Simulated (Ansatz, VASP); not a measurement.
Ru in VASP and in Ansatz

Contents of INCAR:

```
PREC = Accurate ; ENCUT = 520
EDIFF = 1E-7 ; ISMEAR = -1
SIGMA = 0.1 ; LREAL = F
LASPH = T ; NELM = 100
ALGO = Normal ; ISIF = 2
LWAVE = F ; LCHARG = T
GGA = RE ; LELF = T
LVHAR = T ; NBANDS = 21
```

Contents of KPOINTS:

```
regular mesh
0
Gamma
  22 22 12
```

The input POSCAR:

```
Ru
1.0
    2.7689405884      0.0000000000      0.0000000000
   -1.3844702942      2.3979728911      0.0000000000
    0.0000000000      0.0000000000      4.3599612611
Ru
2
Direct
    0.3333333333      0.6666666667      0.2500000000
    0.6666666667      0.3333333333      0.7500000000
```

Input for Ansatz:

```yaml
crystal:
  lattice:
    - [2.7689405884, 0.0, 0.0]
    - [-1.3844702942, 2.3979728911, 0.0]
    - [0.0, 0.0, 4.3599612611]
  atoms:
    - { symbol: Ru, position: [0.3333333333, 0.6666666667, 0.25] }
    - { symbol: Ru, position: [0.6666666667, 0.3333333333, 0.75] }
hamiltonian:
  xc: revpbe
  pseudopotentials:
    kind: paw
    azcp:
      Ru: "pseudopotentials/Ru.paw.azcp"
basis:
  ecutwfc: 420
  fft_grid_basis: typed
kpoints:
  mp_grid: { grid: [22, 22, 12], shift: [0, 0, 0] }
magnetization:
  spin_polarized: false
scf:
  occupations: { method: fermi_dirac, width: 0.1 }
output:
  stress: true
```

Alike in both runs: task single point; functional revPBE; k mesh 22 × 22 × 12; occupations fermi-dirac, width 0.1 eV; no spin polarisation.

|  | VASP | Ansatz |
| --- | --- | --- |
| version | VASP 6.6.1 | Ansatz 0.2.0 |
| potentials or method | VASP PAW PBE potentials, release 64 (Ru_pv) | plane waves (420 eV) with PAW, scalar-relativistic |
| plane-wave cutoff (eV) | 520 | 420 |
| valence electrons in the cell | 28 | 32 |

|  | VASP | Ansatz | Ansatz less VASP |
| --- | --- | --- | --- |
| pressure (GPa) | -10.8 | -10.7 | +0.09 |

With one functional, cell and mesh, what is left measures potentials, basis and numerics. The two sets of potentials don't hold the same shells in valence.

Caveats: the PAW data sets were made with another functional, which shifts forces and pressure a little (VASP).
